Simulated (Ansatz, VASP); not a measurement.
# One calculation of GaSb, two programs

Contents of INCAR:

```
PREC = Accurate ; ENCUT = 520
EDIFF = 1E-7 ; ISMEAR = -1
SIGMA = 0.02 ; LREAL = F
LASPH = T ; NELM = 100
ALGO = Normal ; ISIF = 2
LWAVE = F ; LCHARG = T
GGA = PE ; LELF = T
LVHAR = T ; NBANDS = 16
```

File KPOINTS:

```
Automatic mesh
0
Gamma
  6 6 6
```

The input POSCAR:

```
GaSb
1.0
    0.0000000000      3.1099061821      3.1099061821
    3.1099061821      0.0000000000      3.1099061821
    3.1099061821      3.1099061821      0.0000000000
Ga Sb
1 1
Direct
    0.0000000000      0.0000000000      0.0000000000
    0.2500000000      0.2500000000      0.2500000000
```

Input for Ansatz:

```yaml
crystal:
  lattice:
    - [0.0, 3.1099061821, 3.1099061821]
    - [3.1099061821, 0.0, 3.1099061821]
    - [3.1099061821, 3.1099061821, 0.0]
  atoms:
    - { symbol: Ga, position: [0.0, 0.0, 0.0] }
    - { symbol: Sb, position: [0.25, 0.25, 0.25] }
kpoints:
  mp_grid: { grid: [6, 6, 6] }
hamiltonian:
  xc: pbe
scf:
  occupations: { method: fermi_dirac, width: 0.02 }
  n_extra_bands: 4
output:
  forces: true
  stress: true
  eigenvalues: true
```

Alike in both runs: task single point; functional PBE; k mesh 6 × 6 × 6; occupations fermi-dirac, width 0.02 eV; no spin polarisation.

|  | VASP | Ansatz |
| --- | --- | --- |
| version | VASP 6.6.1 | Ansatz 0.2.0 |
| potentials or method | VASP PAW PBE potentials, release 64 (Ga_d, Sb) | plane waves, PAW |
| plane-wave cutoff (eV) | 520 | 420 |
| valence electrons in the cell | 18 | 28 |

```csv
,VASP,Ansatz,Ansatz less VASP
pressure (GPa),0.0,0.0,-0.07
```

The two sets of potentials don't hold the same shells in valence.

The runs have no spin-orbit coupling, so splittings on Sb are missing.
